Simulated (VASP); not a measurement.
# Rh (Fm-3m) in VASP: notebook

One crystal, Rh, is run at these levels: PBEsol; tasks: relaxation of cell and atoms, single point.

Everything below comes from runs of VASP 6.6.1. Logs are shortened: lines on timing, memory, paths and dates and some standing lists are left out, and cuts for length are marked.

## 1. The crystal as given

The structure is cubic, space group Fm-3m (No. 225). Conventional cell: a = 3.796 Å, b = 3.796 Å, c = 3.796 Å, α = 90.00°, β = 90.00°, γ = 90.00°. Rh (site symmetry m-3m) is surrounded by 12 Rh at 2.68 Å.

## 2. Relaxation of cell and atoms, PBEsol

INCAR

```
PREC = Accurate
ENCUT = 520
EDIFF = 1E-7
ISMEAR = 0
SIGMA = 0.1
LREAL = F
LASPH = T
NELM = 100
ALGO = Normal
ISIF = 3
LWAVE = F
LCHARG = F
GGA = PS
IBRION = 2
NSW = 80
EDIFFG = -0.002
```

KPOINTS

```
Automatic mesh
0
Gamma
  18 18 18
```

POSCAR

```
Rh
1.0
    0.0000000000      1.8978500000      1.8978500000
    1.8978500000      0.0000000000      1.8978500000
    1.8978500000      1.8978500000      0.0000000000
Rh
1
Direct
    0.0000000000      0.0000000000      0.0000000000
```

Potentials or basis: VASP PAW PBE potentials, release 64 (Rh_pv).

Started as:

```bash
$ cat potpaw_PBE.64/Rh_pv/POTCAR > POTCAR
$ mpirun -np 1 vasp_std > vasp.out
```

OUTCAR:

```text
PREC = Accurate
   ENCUT = 520
   EDIFF = 1E-7
   ISMEAR = 0
   LREAL = F
   LASPH = T
   NELM = 100
   ISIF = 3
   GGA = PS
   IBRION = 2
   NSW = 80
   EDIFFG = -0.002

 ion  position               nearest neighbor table
   1  0.000  0.000  0.000-

  LATTYP: Found a face centered cubic cell.
 ALAT       =     3.7957000000

  Lattice vectors:

 A1 = (   0.0000000000,   1.8978500000,   1.8978500000)
 A2 = (   1.8978500000,   0.0000000000,   1.8978500000)
 A3 = (   1.8978500000,   1.8978500000,   0.0000000000)

Analysis of symmetry for initial positions (statically):
=====================================================================
 Subroutine PRICEL returns:
 Original cell was already a primitive cell.

 Routine SETGRP: Setting up the symmetry group for a
 face centered cubic supercell.

 Subroutine GETGRP returns: Found 48 space group operations
 (whereof 48 operations were pure point group operations)
 out of a pool of 48 trial point group operations.

The static configuration has the point symmetry O_h .

Analysis of symmetry for dynamics (positions and initial velocities):
=====================================================================
 Subroutine PRICEL returns:
 Original cell was already a primitive cell.

 Routine SETGRP: Setting up the symmetry group for a
 face centered cubic supercell.

 Subroutine GETGRP returns: Found 48 space group operations
 (whereof 48 operations were pure point group operations)
 out of a pool of 48 trial point group operations.

The dynamic configuration has the point symmetry O_h .

 Subroutine INISYM returns: Found 48 space group operations
 (whereof 48 operations are pure point group operations),
 and found     1 'primitive' translations

----------------------------------------------------------------------------------------

                                     Primitive cell

  volume of cell :      13.6715

  direct lattice vectors                    reciprocal lattice vectors
     0.000000000  1.897850000  1.897850000    -0.263456016  0.263456016  0.263456016
     1.897850000  0.000000000  1.897850000     0.263456016 -0.263456016  0.263456016
     1.897850000  1.897850000  0.000000000     0.263456016  0.263456016 -0.263456016

  length of vectors
     2.683965209  2.683965209  2.683965209     0.456319205  0.456319205  0.456319205

  position of ions in fractional coordinates (direct lattice)
     0.000000000  0.000000000  0.000000000

  ion indices of the primitive-cell ions
   primitive index   ion index
                 1           1

----------------------------------------------------------------------------------------

 KPOINTS: Automatic mesh

Automatic generation of k-mesh.
 Grid dimensions read from file:
 generate k-points for:   18   18   18

 Generating k-lattice:

  Cartesian coordinates                     Fractional coordinates (reciprocal lattice)
    -0.014636445  0.014636445  0.014636445     0.055555556  0.000000000  0.000000000
     0.014636445 -0.014636445  0.014636445     0.000000000  0.055555556  0.000000000
     0.014636445  0.014636445 -0.014636445     0.000000000  0.000000000  0.055555556

  Length of vectors
     0.025351067  0.025351067  0.025351067

  Shift w.r.t. Gamma in fractional coordinates (k-lattice)
     0.000000000  0.000000000  0.000000000

 Subroutine IBZKPT returns following result:
 ===========================================

 Found    195 irreducible k-points:

 Following reciprocal coordinates:
            Coordinates               Weight
  0.000000  0.000000  0.000000      1.000000
  0.055556  0.000000  0.000000      8.000000
  0.111111  0.000000  0.000000      8.000000
  0.166667  0.000000  0.000000      8.000000
  0.222222  0.000000  0.000000      8.000000
  0.277778  0.000000  0.000000      8.000000
[... 16 lines left out ...]
 -0.277778  0.055556  0.000000     24.000000
 -0.222222  0.055556  0.000000     24.000000
 [... further k-points ...]
   k-points           NKPTS =    195   k-points in BZ     NKDIM =    195   number of bands    NBANDS=     11
   number of dos      NEDOS =    301   number of ions     NIONS =      1
   total plane-waves  NPLWV =   8000
   dimension x,y,z NGX =    20 NGY =   20 NGZ =   20
   dimension x,y,z NGXF=    40 NGYF=   40 NGZF=   40
   ions per type =               1
   NGX,Y,Z   is equivalent  to a cutoff of  12.39, 12.39, 12.39 a.u.
   NGXF,Y,Z  is equivalent  to a cutoff of  24.78, 24.78, 24.78 a.u.
 SYSTEM =  unknown system
   PREC   = accura    normal or accurate (medium, high low for compatibility)
   ISTART =      0    job   : 0-new  1-cont  2-samecut
   ICHARG =      2    charge: 1-file 2-atom 10-const
   ISPIN  =      1    spin polarized calculation?
   LNONCOLLINEAR =      F non collinear calculations
   LSORBIT =      F    spin-orbit coupling
   LASPH  =      T    aspherical Exc in radial PAW
   ENCUT  =  520.0 eV  38.22 Ry    6.18 a.u.   4.99  4.99  4.99*2*pi/ulx,y,z
   NELM   =    100;   NELMIN=  2; NELMDL= -5     # of ELM steps
   EDIFF  = 0.1E-06   stopping-criterion for ELM
   LREAL  =      F    real-space projection
   EDIFFG = -.2E-02   stopping-criterion for IOM
   NSW    =     80    number of steps for IOM
   IBRION =      2    ionic relax: 0-MD 1-quasi-New 2-CG
   NFREE  =      1    steps in history (QN), initial steepest desc. (CG)
   ISIF   =      3    stress and relaxation
   ISYM   =      2    0-nonsym 1-usesym 2-fastsym
   POTIM  = 0.5000    time-step for ionic-motion
   TEBEG  =    0.0;   TEEND  =   0.0 temperature during run
   PSTRESS=    0.0 pullay stress
   NELECT =      15.0000    total number of electrons
   NUPDOWN=      -1.0000    fix difference up-down
   EMIN   =  10.00;   EMAX   =-10.00  energy-range for DOS
   EFERMI =   0.00;   METHOD = LEGACY
   ISMEAR =     0;   SIGMA  =   0.10  broadening in eV -4-tet -1-fermi 0-gaus
   EFERMI_NEDOS =   21; number of points for ismear=-14 and -15
   IALGO  =     38    algorithm
   IMIX   =      4    mixing-type and parameters
     AMIX     =   0.40;   BMIX     =  1.00
     AMIX_MAG =   1.60;   BMIX_MAG =  1.00
  volume/ion in A,a.u.               =      13.67        92.26
  Fermi-wavevector in a.u.,A,eV,Ry     =   1.688496  3.190795 38.790465  2.851019
  Thomas-Fermi vector in A             =   2.770792
   LORBIT       =      0    0 simple, 1 ext, 2 COOP (PROOUT), +10 PAW based schemes
   GGA     = PS    functional components
   LHFCALC =     F    Hartree Fock is set to
   AEXX    =    0.0000 exact exchange contribution
   IVDW    =     0    specifies the selected vdW correction
   LEPSILON=     F    determine dielectric tensor
   LRPA    =     F    only Hartree local field effects (RPA)
 conjugate gradient relaxation of ions
 non-spin polarized calculation
 Gauss-broadening in eV      SIGMA  =   0.10
  energy-cutoff  :      520.00
  volume of cell :       13.67
 maximum number of plane-waves:       380
   NGX =  9   NGY =  9   NGZ =  9

--------------------------------------- Ionic step        1  -------------------------------------------

 number of electron      15.0000007 magnetization

 Free energy of the ion-electron system (eV)
  ---------------------------------------------------
  ext. energy  EPLUGINS =         0.00000000
  ---------------------------------------------------
  free energy    TOTEN  =        -8.13934882 eV

  energy without entropy =       -8.13261655  energy(sigma->0) =       -8.13598268

------------------------ aborting loop because EDIFF is reached ----------------------------------------

  FORCE on cell =-STRESS in cart. coord.  units (eV):
  Direction    XX          YY          ZZ          XY          YZ          ZX
  --------------------------------------------------------------------------------------
  -------------------------------------------------------------------------------------
  Total       -0.3112678     -0.3112678     -0.3112678      0.0000000      0.0000000     -0.0000000
  in kB      -36.4778434    -36.4778434    -36.4778434      0.0000000      0.0000000     -0.0000000
  external PRESSURE =     -36.4778434 kB  Pullay stress =       0.0000000 kB

 VOLUME and BASIS-vectors are now :
 -----------------------------------------------------------------------------
  energy-cutoff  :      520.00
  volume of cell :       13.67
      direct lattice vectors                 reciprocal lattice vectors
     0.000000000  1.897850000  1.897850000    -0.263456016  0.263456016  0.263456016
     1.897850000  0.000000000  1.897850000     0.263456016 -0.263456016  0.263456016
     1.897850000  1.897850000  0.000000000     0.263456016  0.263456016 -0.263456016
[... 141 lines left out ...]
 POSITION                                       TOTAL-FORCE (eV/Angst)
 -----------------------------------------------------------------------------------
      1.89013      1.89013      0.00000         0.000000      0.000000      0.000000
 -----------------------------------------------------------------------------------
    total drift:                               -0.000000     -0.000000      0.000000

  FREE ENERGIE OF THE ION-ELECTRON SYSTEM (eV)
  ---------------------------------------------------
  free  energy   TOTEN  =        -8.1413422865 eV

  energy  without entropy=       -8.1347505479  energy(sigma->0) =       -8.13804642

--------------------------------------- Ionic step        6  -------------------------------------------

 number of electron      15.0000006 magnetization

 Free energy of the ion-electron system (eV)
  ---------------------------------------------------
  ext. energy  EPLUGINS =         0.00000000
  ---------------------------------------------------
  free energy    TOTEN  =        -8.14134594 eV

  energy without entropy =       -8.13475990  energy(sigma->0) =       -8.13805292

 E-fermi :  12.1026     XC(G=0): -14.3375

 val. band max:       12.0958349167   @ k =   0.5000   0.2222   0.1111
 cond. band min:      12.1054424824   @ k =   0.5000   0.3889   0.0556
 fundamental gap:      0.0096075656
 Fermi energy:        12.1025674597

 k-point     1 :       0.0000    0.0000    0.0000
  band No.  band energies     occupation
      1     -34.2760      2.00000
      2     -34.2760      2.00000
      3     -34.2760      2.00000
      4       3.9044      2.00000
      5       8.9076      2.00000
      6       8.9076      2.00000
      7       8.9076      2.00000
      8      11.0813      2.00000
      9      11.0813      2.00000
     10      28.0147      0.00000
     11      32.3984      0.00000

 k-point     2 :       0.0556    0.0000    0.0000
  band No.  band energies     occupation
      1     -34.3005      2.00000
      2     -34.2793      2.00000
      3     -34.2793      2.00000
      4       4.0315      2.00000
      5       8.8496      2.00000
      6       8.9579      2.00000
      7       8.9579      2.00000
      8      11.0523      2.00000
      9      11.0523      2.00000
     10      28.2036      0.00000
     11      32.3953      0.00000
[... 295 lines left out ...]
 k-point    24 :      -0.2222    0.0556    0.0000
  band No.  band energies     occupation
      1     -34.6553      2.00000
      2     -34.3531      2.00000
      3     -34.3190      2.00000
      4       5.7661      2.00000
      5       8.5470      2.00000
      6       9.3126      2.00000
      7       9.3675      2.00000
      8      10.8735      2.00000
      9      11.5791      2.00000
     10      27.6291      0.00000
     11      29.8183      0.00000

 [... further k-points ...]

------------------------ aborting loop because EDIFF is reached ----------------------------------------

  FORCE on cell =-STRESS in cart. coord.  units (eV):
  Direction    XX          YY          ZZ          XY          YZ          ZX
  --------------------------------------------------------------------------------------
  -------------------------------------------------------------------------------------
  Total       -0.0003299     -0.0003299     -0.0003299      0.0000000      0.0000000     -0.0000000
  in kB       -0.0391608     -0.0391608     -0.0391608      0.0000000      0.0000000     -0.0000000
  external PRESSURE =      -0.0391608 kB  Pullay stress =       0.0000000 kB

 VOLUME and BASIS-vectors are now :
 -----------------------------------------------------------------------------
  energy-cutoff  :      520.00
  volume of cell :       13.50
      direct lattice vectors                 reciprocal lattice vectors
    -0.000000000  1.889811240  1.889811240    -0.264576689  0.264576689  0.264576689
     1.889811240  0.000000000  1.889811240     0.264576689 -0.264576689  0.264576689
     1.889811240  1.889811240 -0.000000000     0.264576689  0.264576689 -0.264576689

 POSITION                                       TOTAL-FORCE (eV/Angst)
 -----------------------------------------------------------------------------------
     -0.00000      1.88981      1.88981         0.000000     -0.000000     -0.000000
 -----------------------------------------------------------------------------------
    total drift:                               -0.000000     -0.000000     -0.000000

  FREE ENERGIE OF THE ION-ELECTRON SYSTEM (eV)
  ---------------------------------------------------
  free  energy   TOTEN  =        -8.1413459357 eV

  energy  without entropy=       -8.1347599049  energy(sigma->0) =       -8.13805292

 reached required accuracy - stopping structural energy minimisation
```

Wall time 45 s (1 thread of Intel Xeon Platinum 8488C (Sapphire Rapids), shared host); peak memory 0.15 GiB.

Results:

```
Free energy                            : -8.1413 eV
Relaxed volume                         : 13.50 Å³/atom
Relaxed cell                           : a = 2.673 Å, b = 2.673 Å, c = 2.673 Å, α = 60.00°, β = 60.00°, γ = 60.00°
Space group after relaxing (to 0.05 Å) : Fm-3m (No. 225)
Energy gained by relaxing              : 2.0 meV/atom
Ionic steps                            : 6
Pressure after relaxing                : 0.0 GPa
Band gap on the k mesh                 : none (metal or under the smearing width)
```

The path:
```csv
step,energy change (eV),largest force (eV/Å),pressure (GPa),volume (Å³)
1,0.0000,0.0000,-3.65,13.67
2,0.0117,0.0000,10.52,13.06
3,-0.0020,0.0000,-0.02,13.50
4,-0.0020,0.0000,0.07,13.50
5,-0.0020,0.0000,-0.15,13.51
6,-0.0020,0.0000,0.00,13.50
```

Final structure:
```cif
data_structure
_symmetry_space_group_name_H-M 'P 1'
_symmetry_Int_Tables_number 1
_cell_length_a 2.6726
_cell_length_b 2.6726
_cell_length_c 2.6726
_cell_angle_alpha 60.000
_cell_angle_beta 60.000
_cell_angle_gamma 60.000
_cell_volume 13.50
loop_
_atom_site_label
_atom_site_type_symbol
_atom_site_fract_x
_atom_site_fract_y
_atom_site_fract_z
_atom_site_occupancy
Rh1 Rh 0.00000 0.00000 0.00000 1
```

Caveat: the PAW data sets were made with another functional, which shifts forces and pressure a little.

## 3. Relaxation of cell and atoms, PBEsol

This run uses another cell than the first one, of 13.50 Å³/atom, 0.987 times its volume.

INCAR is that of step 2.

KPOINTS is that of step 2.

POSCAR

```
Rh                                      
1.0
   -0.0000000000      1.8898112405      1.8898112405
    1.8898112405      0.0000000000      1.8898112405
    1.8898112405      1.8898112405     -0.0000000000
  Rh            
     1
Direct
     1.0000000000000000    0.0000000000000000    0.0000000000000000
```

Potentials or basis: VASP PAW PBE potentials, release 64 (Rh_pv).

Started as:

```bash
$ cat potpaw_PBE.64/Rh_pv/POTCAR > POTCAR
$ mpirun -np 1 vasp_std > vasp.out
```

It took 13 s on 1 thread of Intel Xeon Platinum 8488C (Sapphire Rapids), shared host; peak memory 0.14 GiB.

It converged, with:

- Free energy: -8.1412 eV
- Pressure after relaxing: 0.0 GPa
- Band gap on the k mesh: none (metal or under the smearing width)

Final structure:
```
Rh
1.0
     0.00000    1.88981    1.88981
     1.88981    0.00000    1.88981
     1.88981    1.88981    0.00000
Rh
1
Direct
  0.00000 0.00000 0.00000
```

Levels at points of the mesh, in eV from the Fermi level:
| k point | band 5 | band 6 | band 7 | band 8 | band 9 | band 10 |
| --- | --- | --- | --- | --- | --- | --- |
| (0.00, 0.00, 0.00) | -3.20 | -3.20 | -3.20 | -1.02 | -1.02 | 15.91 |
| (0.50, 0.00, 0.00) | -3.27 | -3.27 | 0.59 | 0.59 | 0.62 | 8.77 |
| (0.50, 0.50, 0.00) | -6.15 | 0.57 | 1.01 | 1.01 | 3.19 | 12.45 |

Caveat: the relaxation stopped at its first step, so nothing moved; the PAW data sets were made with another functional, which shifts forces and pressure a little.

## 4. Single point, PBEsol

This run uses another cell than the first one, of 13.50 Å³/atom, 0.987 times its volume.

INCAR

```
PREC     = Accurate       # precision mode
ENCUT    = 520            # plane-wave cutoff, eV
EDIFF    = 1E-7           # SCF threshold, eV
ISMEAR   = 0              # smearing method
SIGMA    = 0.1            # smearing width, eV
LREAL    = False          # projectors in reciprocal space
LASPH    = True           # aspherical terms in the spheres
NELM     = 100            # most SCF steps
ALGO     = Normal         # electronic algorithm
ISIF     = 2              # what is computed and relaxed
LWAVE    = False          # write WAVECAR
LCHARG   = False          # write CHGCAR
GGA      = PS             # functional
NBANDS   = 14             # bands
```

KPOINTS

```
regular mesh
0
Gamma
  18 18 18
```

POSCAR

```
Rh                                      
1.0
    0.0000000000      1.8898112405      1.8898112405
    1.8898112405      0.0000000000      1.8898112405
    1.8898112405      1.8898112405      0.0000000000
  Rh            
     1
Direct
     0.0000000000000000    0.0000000000000000    0.0000000000000000
```

Started as:

```bash
$ cat potpaw_PBE.64/Rh_pv/POTCAR > POTCAR
$ mpirun -np 1 vasp_std > vasp.out
```

Run time: 17 s. Hardware: 1 thread of Intel Xeon Platinum 8488C (Sapphire Rapids), shared host; peak memory 0.15 GiB.

The run converged. Its results:

- Free energy: -8.1412 eV
- Pressure: 0.0 GPa
- Band gap on the k mesh: none (metal or under the smearing width)

Levels at points of the mesh, in eV from the Fermi level:
| k point | band 4 | band 5 | band 6 | band 7 | band 8 | band 9 | band 10 | band 11 |
| --- | --- | --- | --- | --- | --- | --- | --- | --- |
| (0.00, 0.00, 0.00) | -8.20 | -3.20 | -3.20 | -3.20 | -1.02 | -1.02 | 15.91 | 20.30 |
| (0.50, 0.00, 0.00) | -6.33 | -3.27 | -3.27 | 0.59 | 0.59 | 0.62 | 8.77 | 15.42 |
| (0.50, 0.50, 0.00) | -6.53 | -6.15 | 0.57 | 1.01 | 1.01 | 3.19 | 12.45 | 13.33 |

Caveat: the PAW data sets were made with another functional, which shifts forces and pressure a little.
